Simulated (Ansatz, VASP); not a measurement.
# InSe: VASP beside Ansatz

Wanted: the spread between two codes on one cell, functional and k mesh. The structure shown is the start of the Ansatz relaxation below; VASP solves that cell, so the two are compared at the walk's first step.

Main program and level: Ansatz 0.2.0; plane waves, with VASP 6.6.1 beside it; single point at LDA.

**1. Starting point**

The cell holds 4 atoms: 2 In and 2 Se. Its edges and angles: a = 4.000 Å, b = 4.000 Å, c = 34.515 Å, α = 90.0°, β = 90.0°, γ = 120.0°. As first built, before any earlier steps moved the atoms (in the runner's words): one layer cut from the layered crystal. Vacuum lies along c. The height across the vacuum is the one that the program set for its solve, not the one typed.

**2. Ansatz: relaxation, LDA**

Ansatz runs on its default PAW (the set named soft_2) files.

The two programs are compared at the cell with which this relaxation starts, whose forces are those of its first step.

File input.yaml:

```yaml
crystal:
  lattice:
    - [4.0000000028, 0.0, 0.0]
    - [-2.0000000014, 3.4641016176, 0.0]
    - [0.0, 0.0, 21.357712]
  atoms:
    - { symbol: In, position: [0.6666666667, 0.3333333333, 0.43404556] }
    - { symbol: In, position: [0.6666666667, 0.3333333333, 0.56595444] }
    - { symbol: Se, position: [0.0, 0.0, 0.62542804] }
    - { symbol: Se, position: [0.0, 0.0, 0.37457196] }
  periodic: [true, true, false]
kpoints:
  mp_grid: { grid: [7, 7, 1] }
scf:
  occupations: { method: fermi_dirac, width: 0.05 }
hamiltonian:
  xc: lda
output:
  forces: true
  stress: true
relax:
  f_tol: 0.02
  max_steps: 50
  cell: {}
```

On the command line:

```
> ansatz run input.yaml --threads 1 --pin off --max-ram 5120MiB --backend cpu --events-out ev --progress --plain --runs-dir out
```

Numbers of over 12 decimals in the logs are rounded to 6 here.

Log:

```text
Warning: crystal.periodic: the lattice vector that does not repeat stood 0.000° off the slab's normal, 21.358 Å along it as the deck builds it. The run solves the slab on a vector along the normal, 34.515 Å long, with every atom where it was (on the deck's vector they left 16.00 Å outside them, and the widest stretch free of ions among them is 2.82 Å). A fractional position that the run reports is one of the run's ce [...]
crystal.periodic: the lattice vector that does not repeat stood 0.000° off the slab's normal, 21.358 Å along it as the deck builds it. The run solves the slab on a vector along the normal, 34.515 Å long, with every atom where it was (on the deck's vector they left 16.00 Å outside them, and the widest stretch free of ions among them is 2.82 Å). A fractional position that the run reports is one of the run's cell, which [...]
Engine: ansatz 0.2.0, aarch64-unknown-linux-gnu
Pseudopotentials: kind: paw
Pseudopotential: In, paw, valence charge 13, recommended cutoff 420 eV (normal), In.paw.azcp
Pseudopotential: Se, paw, valence charge 16, recommended cutoff 420 eV (normal), Se.paw.azcp
Functional definition: SPW92
  exchange = slater_x
  correlation = pw_c
Crystal: 4 atoms, lattice volume = 478.260 Å³
Basis set: ecut = 420 eV, 9439 PW (Γ)
Bands: 35, of which v1, the nominal top of the filled ones, is band 29 counted from 1 (28 counted from 0)
Symmetry: 12 space group operations
Space group: P-6m2 (ITA 187), of the structure as read, at distance tolerance 7.8e-5 Å
k-points: 8 of 49 (time reversal used)
Non-local potential: In, projectors of the file, l = 0: 2, l = 1: 2, l = 2: 2, l = 3: 2
Non-local potential: Se, projectors of the file, l = 0: 2, l = 1: 2, l = 2: 3, l = 3: 1
PAW form: soft (Blöchl's): semilocal exchange-correlation on the pseudo side does not see the compensation charge
PAW frozen core: In, regenerated for the run's functional, and the local potential with it (the file was generated under x = pbe(κ = 0.804, μ = 0.219515), c = pbe(β = 0.066725))
PAW frozen core: Se, regenerated for the run's functional, and the local potential with it (the file was generated under x = pbe(κ = 0.804, μ = 0.219515), c = pbe(β = 0.066725))
PAW one-centre angular grid: In, 590 points (default); XC on 64 Gauss nodes
PAW one-centre angular grid: Se, 590 points (default); XC on 64 Gauss nodes
Initial density: superposition of atomic densities (neutral atoms: chi_scale 0, normalization atom), corrected by the library's trained network
Initial wavefunctions: pseudopotential atomic-orbital guess
Functional: x = slater, c = lda
SCF iter   1: F=—  HF=-21682.596408 eV  |F-HF|=—  |Δ(HF+E_count)|=         —  Δρ=3.54e-3  dr2=8.60e-2  ethr=1.77e-3  ⟨swp⟩=13.9  Hψ=1696  notcnv=0
[...]
SCF iter   4: F=—  HF=-21682.602744 eV  |F-HF|=—  |Δ(HF+E_count)|=   7.06e-4  Δρ=5.27e-4  dr2=9.11e-4  ethr=1.00e-5  ⟨swp⟩=2.1  Hψ=386  notcnv=0  defer=1
SCF iter   5: F=—  HF=-21682.602613 eV  |F-HF|=—  |Δ(HF+E_count)|=   1.31e-4  Δρ=1.24e-4  dr2=5.48e-5  ethr=1.57e-6  ⟨swp⟩=2.1  Hψ=434  notcnv=0  defer=1
SCF iter   6: F=—  HF=-21682.602613 eV  |F-HF|=—  |Δ(HF+E_count)|=   2.29e-7  Δρ=1.75e-5  dr2=1.42e-6  ethr=9.44e-8  ⟨swp⟩=2.9  Hψ=493  notcnv=0  defer=1
SCF iter   7: F=—  HF=-21682.602646 eV  |F-HF|=—  |Δ(HF+E_count)|=   3.29e-5  Δρ=4.19e-6  dr2=7.90e-8  ethr=2.44e-9  ⟨swp⟩=2.8  Hψ=590  notcnv=0  defer=1
SCF iter   8: F=—  HF=-21682.602646 eV  |F-HF|=—  |Δ(HF+E_count)|=   2.78e-8  Δρ=1.07e-6  dr2=7.03e-9  ethr=1.36e-10  ⟨swp⟩=2.8  Hψ=587  notcnv=0  defer=1
SCF iter   9: F=—  HF=-21682.602646 eV  |F-HF|=—  |Δ(HF+E_count)|=   4.85e-9  Δρ=4.88e-7  dr2=1.05e-9  ethr=1.21e-11  ⟨swp⟩=2.9  Hψ=558  notcnv=0  defer=1
SCF iter  10: F=—  HF=-21682.602646 eV  |F-HF|=—  |Δ(HF+E_count)|=  4.29e-10  Δρ=7.83e-8  dr2=3.41e-11  ethr=1.81e-12  ⟨swp⟩=3.4  Hψ=579  notcnv=0  defer=1
SCF iter  11: F=-21682.602646 eV  HF=-21682.602646 eV  |F-HF|=1.75e-10  |Δ(HF+E_count)|=  4.00e-11  Δρ=1.45e-8  dr2=1.49e-12  ethr=1.00e-12  ⟨swp⟩=8.8  Hψ=1574  notcnv=0
SCF 3 converged in 11 iterations: F = -21682.602646 eV  dr2 = 1.49e-12
  greatest PAW one-centre occupation: 1.000 electrons in one spin orbital (limit 2), on the Se atom at site 3 (counted from 0), in its partial waves of l = 2
relax step   3: F+E_penalty+E_count = -21682.60264607 eV  Δ(F+E_penalty+E_count) = -2.505e-2 eV  max|allowed force component| = 1.093e-1 eV/Å  Δτ_max = 0.0282 Å  P = -0.356 N/m  Ω = 470.917 Å³  energy of the carried Pulay correction = +2.995e-4 eV  fix = [c, alpha, beta]  reactions: c -0.000 N/m  (11 SCF iters, accepted)
[...]
relax step   4: F+E_penalty+E_count = -21682.60555888 eV  Δ(F+E_penalty+E_count) = -2.913e-3 eV  max|allowed force component| = 4.945e-2 eV/Å  Δτ_max = 0.0158 Å  P = +0.008 N/m  Ω = 466.179 Å³  energy of the carried Pulay correction = +4.953e-4 eV  fix = [c, alpha, beta]  reactions: c +0.000 N/m  (5 SCF iters, dr2 threshold 4.00e-7 eV, accepted)
[...]
relax step   5: F+E_penalty+E_count = -21682.60567817 eV  Δ(F+E_penalty+E_count) = -1.193e-4 eV  max|allowed force component| = 1.501e-2 eV/Å  Δτ_max = 0.0050 Å  P = +0.029 N/m  Ω = 467.163 Å³  energy of the carried Pulay correction = +4.545e-4 eV  fix = [c, alpha, beta]  reactions: c +0.000 N/m  (5 SCF iters, dr2 threshold 1.53e-7 eV, accepted)
[...]
relax step   6: F+E_penalty+E_count = -21682.60521664 eV  Δ(F+E_penalty+E_count) = +4.615e-4 eV  max|allowed force component| = 1.525e-2 eV/Å  Δτ_max = 0.0000 Å  P = +0.030 N/m  Ω = 467.163 Å³  fix = [c, alpha, beta]  reactions: c +0.000 N/m  stress off target by 3.01e-2 N/m on what of the cell is left free  SCF on the basis re-selected at this cell (its energy is not comparable with the rows above)  (6 SCF iters)
basis re-selected at this cell: Δ(F+E_penalty+E_count) = +4.615e-4 eV, ΔP = +0.001 N/m vs the last step (what re-selecting the basis moved, of the pressure what is left beyond the Pulay correction that the steps carried, after the strain that the cell walked since its last selection, with what the two solves' SCF thresholds leave and, on support functions, any second-order correction that the steps lacked; it is no m [...]
SCF converged after 6 iterations
Free energy (F): -21682.605217 eV
Harris-Foulkes:  -21682.605217 eV  (|F-HF|=8.73e-11)
Internal energy: -21682.605217 eV  (E = F + TS)
E sigma→0 (E₀):  -21682.605217 eV
Entropy (-TS):   -0.000000 eV (-0.000 meV/atom)
Fermi energy:    -5.298677 eV
--- Per-component energies (eV) ---
  E_band       = -1651.614992
  E_kinetic    = 726.847032
  E_local      = -144599.774573  (includes V_loc(G=0)·N_el)
  E_nonlocal   = -437.932491
  E_hartree    = 71619.201208
  E_xc         = -633.986447
  E_vxc        = -398.853451  (∫ρ·V_xc dr)
  E_paw        = -11685.189255  (= ΣΔE_a)
  E_vpaw       = -180.302907  (= ΣTr[D̂ρ^β])
  E_aug_tail   = -0.001155  (compensation charges beyond the density's cutoff)
  E_ewald      = 63323.226667
  E_core_change = 5.003797  (= ΣΔE_core)
  E_smearing   = -0.000000  (= −TS)
  E_closure    = -0.000000  (closes the sum)
  Σ components = -21682.605217   (vs F -21682.605217, Δ=0.00e0)
--- Forces (eV/Å), atoms counted from 1 ---
  atom   1  In     0.00000000    -0.00000000     0.01372847
  atom   2  In     0.00000000    -0.00000000    -0.01372847
  atom   3  Se     0.00000000     0.00000000     0.01525042
  atom   4  Se     0.00000000     0.00000000    -0.01525042
  max |Σ_I F_I| component: 1.39e-17 eV/Å
--- 2D stress c σ (N/m, compression-positive) ---
        0.030083      -0.000000       0.000000
       -0.000000       0.030083       0.000000
        0.000000       0.000000       0.000000
  P = ½ c Tr σ = 0.0301 N/m
--- Relaxed structure (5 steps of the walk, 4 accepted, 1 SCFs on fresh bases) ---
  F+E_penalty+E_count = -21682.60521664 eV   max|allowed force component| = 1.525e-2 eV/Å   (the final SCF, on the basis selected at the relaxed cell)
  cell:  # Å, volume = 467.1634 Å³
    - [3.953325, -2.5909928677777455e-18, 0]
    - [-1.976662, 3.423680, 0]
    - [0, 0, 34.515424]
  atoms:
    - { symbol: In, position: [0.666667, 0.333333, 0.269738] }
    - { symbol: In, position: [0.666667, 0.333333, 0.349050] }
    - { symbol: Se, position: [-2.7581501075736565e-17, 0, 0.385917] }
    - { symbol: Se, position: [-2.792965015552127e-17, 0, 0.232871] }
```

Reading the cycles: dr2 is the Hartree energy of the density residual (eV), the measure of convergence; HF is the Harris–Foulkes estimate of the energy, which meets the free energy F at convergence.

**3. VASP: single point, LDA, start cell**

The same cell, functional (in two slightly different forms), mesh and smearing now go to VASP, with its own data sets.

Lines of VASP's logs that name or quote its potential files are left out, and so is its time.

File INCAR:

```
SYSTEM = InSe
PREC = Accurate
ENCUT = 400
EDIFF = 1E-06
NELM = 120
ISMEAR = -1
SIGMA = 0.05
LREAL = .FALSE.
ALGO = Normal
GGA = CA
NBANDS = 25
LORBIT = 11
LWAVE = .FALSE.
LCHARG = .FALSE.
ISIF = 2
LDIPOL = .TRUE.
IDIPOL = 3
DIPOL = 0.5 0.5 0.309
LVHAR = .TRUE.
LASPH = .TRUE.
GGA_COMPAT = .FALSE.
EFERMI = MIDGAP
NELMDL = -8
```

File POSCAR:

```
InSe
1.0
    4.0000000000      0.0000000000      0.0000000000
   -2.0000000000      3.4641020000      0.0000000000
    0.0000000000      0.0000000000     34.5154240000
In Se
2 2
Direct
    0.6666667148      0.3333334296      0.2685819534
    0.6666667148      0.3333334296      0.3502055197
    0.0000000000      0.0000000000      0.3870070378
    0.0000000000      0.0000000000      0.2317804353
```

File KPOINTS:

```
Automatic mesh
0
Gamma
7 7 1
0 0 0
```

Potentials, in the order of the species: In_d and Se (LDA family, release 64).

On the command line:

```
> mpirun -np 1 vasp_std
```

Log:

```text
[banner, memory and clock lines left out]
running    1 mpi-ranks, on    1 nodes
 distrk:  each k-point on    1 cores,    1 groups
 distr:  one band on    1 cores,    1 groups

 POSCAR found type information on POSCAR InSe
 POSCAR found :  2 types and       4 ions
 LDA part: xc-table for (Slater(with rela. corr.)+CA(PZ))
 , standard interpolation
 POSCAR, INCAR and KPOINTS ok, starting setup
 FFT: planning ... GRIDC
 FFT: planning ... GRID_SOFT
 FFT: planning ... GRID
 WAVECAR not read
 entering main loop
       N       E                     dE             d eps       ncg     rms          rms(c)
DAV:   1     0.275423344583E+03    0.27542E+03   -0.13382E+04   480   0.951E+02
DAV:   2     0.139221136579E+02   -0.26150E+03   -0.25819E+03   489   0.276E+02
DAV:   3    -0.160681128472E+02   -0.29990E+02   -0.29840E+02   527   0.117E+02
DAV:   4    -0.169842045061E+02   -0.91609E+00   -0.91515E+00   496   0.263E+01
DAV:   5    -0.170188829748E+02   -0.34678E-01   -0.34677E-01   599   0.434E+00
DAV:   6    -0.170196938240E+02   -0.81085E-03   -0.81085E-03   623   0.612E-01
DAV:   7    -0.170197206206E+02   -0.26797E-04   -0.26797E-04   632   0.888E-02
DAV:   8    -0.170197210278E+02   -0.40723E-06   -0.40697E-06   518   0.118E-02    0.678E+00
DAV:   9    -0.165554498672E+02    0.46427E+00   -0.95992E-01   532   0.159E+01    0.414E+00
DAV:  10    -0.165108069385E+02    0.44643E-01   -0.44471E-01   575   0.495E+00    0.756E-01
DAV:  11    -0.165041612941E+02    0.66456E-02   -0.45559E-02   637   0.256E+00    0.552E-01
DAV:  12    -0.165037988238E+02    0.36247E-03   -0.61574E-03   442   0.384E-01    0.151E-01
DAV:  13    -0.165037564266E+02    0.42397E-04   -0.46042E-04   607   0.232E-01    0.611E-02
DAV:  14    -0.165038484795E+02   -0.92053E-04   -0.16192E-04   456   0.810E-02    0.203E-02
DAV:  15    -0.165039091428E+02   -0.60663E-04   -0.20000E-05   501   0.230E-02    0.156E-02
DAV:  16    -0.165040059660E+02   -0.96823E-04   -0.16173E-05   400   0.163E-02    0.537E-03
DAV:  17    -0.165040379908E+02   -0.32025E-04   -0.14434E-06   407   0.140E-02    0.372E-03
DAV:  18    -0.165041359996E+02   -0.98009E-04   -0.13786E-05   372   0.131E-02    0.354E-03
DAV:  19    -0.165041588885E+02   -0.22889E-04   -0.16785E-06   397   0.401E-03    0.333E-03
DAV:  20    -0.165041751526E+02   -0.16264E-04   -0.37669E-07   331   0.349E-03    0.970E-04
DAV:  21    -0.165041863473E+02   -0.11195E-04   -0.36600E-07   345   0.303E-03    0.111E-03
DAV:  22    -0.165041903531E+02   -0.40057E-05   -0.86919E-08   341   0.252E-03    0.679E-04
DAV:  23    -0.165041928347E+02   -0.24816E-05   -0.14045E-07   337   0.108E-03    0.237E-04
DAV:  24    -0.165041937650E+02   -0.93030E-06   -0.15849E-08   298   0.896E-04
   1 F= -.16504194E+02 E0= -.16504194E+02  d E =-.734449E-07
```

Parts of OUTCAR (step 3):

```text
ion  position               nearest neighbor table
   1  0.667  0.333  0.269-   4 2.64   4 2.64   4 2.64   2 2.82
   2  0.667  0.333  0.350-   3 2.64   3 2.64   3 2.64   1 2.82
   3  0.000  0.000  0.387-   2 2.64   2 2.64   2 2.64
   4  0.000  0.000  0.232-   1 2.64   1 2.64   1 2.64

  LATTYP: Found a hexagonal cell.
 ALAT       =     4.0000000000
 C/A-ratio  =     8.6288560000

 Subroutine GETGRP returns: Found 12 space group operations
 (whereof  6 operations were pure point group operations)

The static configuration has the point symmetry C_3v.
 The point group associated with its full space group is D_3h.

 Found      8 irreducible k-points:

   k-points           NKPTS =      8   k-points in BZ     NKDIM =      8   number of bands    NBANDS=     25

   dimension x,y,z NGX =    28 NGY =   28 NGZ =  240
   dimension x,y,z NGXF=    56 NGYF=   56 NGZF=  480

   ENCUT  =  400.0 eV  29.40 Ry    5.42 a.u.   6.52  6.52 56.29*2*pi/ulx,y,z

   NELECT =      38.0000    total number of electrons

 k-points in reciprocal lattice and weights: Automatic mesh
   0.00000000  0.00000000  0.00000000       0.020
   0.14285714  0.00000000  0.00000000       0.122
   0.28571429  0.00000000  0.00000000       0.122
   0.42857143  0.00000000  0.00000000       0.122
   0.14285714  0.14285714  0.00000000       0.122
   0.28571429  0.14285714  0.00000000       0.245
   0.42857143  0.14285714  0.00000000       0.122
   0.28571429  0.28571429  0.00000000       0.122

 dipolmoment           0.000000      0.000000      0.000004 electrons x Angstroem

 average (electrostatic) potential at core
       1-103.7384       2-103.7384       3 -67.3929       4 -67.3929

 E-fermi :  -3.0808

 k-point     1 :       0.0000    0.0000    0.0000
  band No.  band energies     occupation
    ...
     15      -4.3743      2.00000
     16      -4.3743      2.00000
     17      -4.3003      2.00000
     18      -4.3003      2.00000
     19      -3.9651      2.00000
     20      -2.3960      0.00000
     21      -1.2113      0.00000
     22       1.1671      0.00000
     23       1.1671      0.00000
     24       1.8156      0.00000
    ...

 k-point     2 :       0.1429    0.0000    0.0000
  band No.  band energies     occupation
    ...
     15      -5.3915      2.00000
     16      -5.2174      2.00000
     17      -4.6214      2.00000
     18      -4.5206      2.00000
     19      -3.8767      2.00000
     20      -1.5583      0.00000
     21      -0.4378      0.00000
     22       0.4232      0.00000
     23       1.3623      0.00000
     24       1.4754      0.00000
    ...

 k-point     3 :       0.2857    0.0000    0.0000
  band No.  band energies     occupation
    ...
     15      -6.4914      2.00000
     16      -5.7024      2.00000
     17      -5.0955      2.00000
     18      -4.9493      2.00000
     19      -4.0310      2.00000
     20      -1.2515      0.00000
     21      -1.2156      0.00000
     22       0.6922      0.00000
     23       0.9583      0.00000
     24       1.5167      0.00000
    ...

  Total       -0.9889260     -0.9889262     -1.4182257      0.0000000      0.0000000      0.0000000
  in kB       -3.3129166     -3.3129173     -4.7510770      0.0000000      0.0000000      0.0000000
  external PRESSURE =      -3.7923036 kB  Pullay stress =       0.0000000 kB

  energy-cutoff  :      400.00
  volume of cell :      478.26
      direct lattice vectors                 reciprocal lattice vectors
     4.000000000  0.000000000  0.000000000     0.250000000  0.144337551  0.000000000
    -2.000000000  3.464102000  0.000000000     0.000000000  0.288675103  0.000000000
     0.000000000  0.000000000 34.515424000     0.000000000  0.000000000  0.028972554

 POSITION                                       TOTAL-FORCE (eV/Angst)
 -----------------------------------------------------------------------------------
      2.00000      1.15470      9.27022        -0.000000      0.000000      0.233564
      2.00000      1.15470     12.08749         0.000000      0.000000     -0.233564
      0.00000      0.00000     13.35771        -0.000000     -0.000000     -0.133000
      0.00000      0.00000      8.00000        -0.000000     -0.000000      0.133000
 -----------------------------------------------------------------------------------
    total drift:                                0.000000     -0.000251      0.000075

  FREE ENERGIE OF THE ION-ELECTRON SYSTEM (eV)
  ---------------------------------------------------
  free  energy   TOTEN  =       -16.5041937650 eV

  energy  without entropy=      -16.5041936915  energy(sigma->0) =      -16.50419373

 vacuum level on the upper side and lower side of the slab         2.288         2.288

 total charge
# of ion       s       p       d       tot
------------------------------------------
    1        0.871   0.680   9.882  11.434
    2        0.871   0.680   9.882  11.434
    3        1.476   2.334   0.022   3.832
    4        1.476   2.334   0.022   3.832
--------------------------------------------------
tot          4.693   6.028  19.809  30.531

[... 3 further parts left out ...]
```

The gap is read on the k-mesh alone, so it is an upper bound where the band edges lie off the mesh.

**4. Side by side**

Known differences besides the potentials themselves: the two LDA forms differ slightly; Ansatz cuts the interaction across the vacuum, VASP repeats the sheet with a dipole correction; the data sets hold 58 valence electrons in Ansatz (on its default PAW (the set named soft_2) files) and 38 in VASP; the cutoff is 420 eV in Ansatz and 400 eV in VASP; VASP's log shows a relativistic correction to its local exchange, Ansatz's none. Total energies have different zeros and are not compared.

Forces (eV/Å; atoms numbered as in POSCAR):

```tsv
atom	Ansatz x, y, z	VASP x, y, z
In1	0.000, 0.000, 0.219	0.000, 0.000, 0.234
In2	0.000, 0.000, -0.219	0.000, 0.000, -0.234
Se3	0.000, 0.000, -0.161	0.000, 0.000, -0.133
Se4	0.000, 0.000, 0.161	0.000, 0.000, 0.133
```

The forces differ by 13 meV/Å r.m.s., which is 11.7 % of the r.m.s. force of 0.110 eV/Å (both taken over all components). With vacuum in the cell, a pressure given here is an average over mostly empty space and none of the material.

**5. What came out**

* r.m.s. force difference (single point, LDA, start cell): 13 meV/Å

What this shows: The r.m.s. force difference is 13 meV/Å (single point, LDA, start cell), beyond the 12 meV/Å picked in this series as the mark of a large difference. The data sets hold unlike numbers of valence electrons (58 in Ansatz and 38 in VASP), so part of the differences comes from the potentials. What causes the difference of the single point, LDA, start cell pair stays open here. 1 further run of this series is not shown here. Such differences can come from data sets, numerical settings and the points named under the comparisons, not from the functional's error against experiment.

[Lines on the potential files, build, host, timing and source positions are cut from VASP's logs without a mark.]

[Logs are printed without paths, hosts, clocks, repeated set-up lines and the standing remarks that a program may print on its own settings, such as how far it seeks lower states.]

[Hosts, paths, dates, database ids (printed as entryN), source tags and the programs' standing remarks are cut or masked in the printed files.]
